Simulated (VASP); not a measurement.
VASP inputs for C

INCAR, step 1 (ground state)

```
GGA = PE
ENCUT = 500
EDIFF = 1E-7
LWAVE = .TRUE.
LCHARG = .FALSE.
LREAL = .FALSE.
LASPH = .TRUE.
PREC = Accurate
SIGMA = 0.01
ISMEAR = 0
NELM = 120
```

INCAR, step 2 (empty bands)

```
LASPH = .TRUE.
PREC = Accurate
LCHARG = .FALSE.
ALGO = Exact
ENCUT = 500
ISMEAR = 0
EDIFF = 1E-7
NELM = 1
LWAVE = .TRUE.
LOPTICS = .TRUE.
GGA = PE
NBANDS = 37
ISTART = 1
LREAL = .FALSE.
SIGMA = 0.01
```

INCAR, step 3 (GW)

```
ISMEAR = 0
SIGMA = 0.01
LREAL = .FALSE.
PRECFOCK = Fast
NBANDS = 37
GGA = PE
ENCUTGWSOFT = 120
ALGO = EVGW0
ENCUT = 500
NELM = 120
ENCUTGW = 120
NBANDSGW = 12
PREC = Accurate
LCHARG = .FALSE.
LASPH = .TRUE.
ISTART = 1
EDIFF = 1E-7
NOMEGA = 64
LWAVE = .FALSE.
NELMGW = 1
```

KPOINTS

```
KPOINTS created by Atomic Simulation Environment
0
Gamma
6 6 6
0 0 0
```

POSCAR

```
C
 1.0000000000000000
     0.0000000000000000    1.7835000000000001    1.7835000000000001
     1.7835000000000001    0.0000000000000000    1.7835000000000001
     1.7835000000000001    1.7835000000000001    0.0000000000000000
 C
   2
Cartesian
  0.0000000000000000  0.0000000000000000  0.0000000000000000
  0.8917500000000000  0.8917500000000000  0.8917500000000000
```

VASP ran with the GW set of PAW datasets (8 valence electrons in the cell).

Task: What does this run give?

Result: PBE gap on the mesh 4.15 eV; G₀W₀ gap on the mesh 5.39 eV.
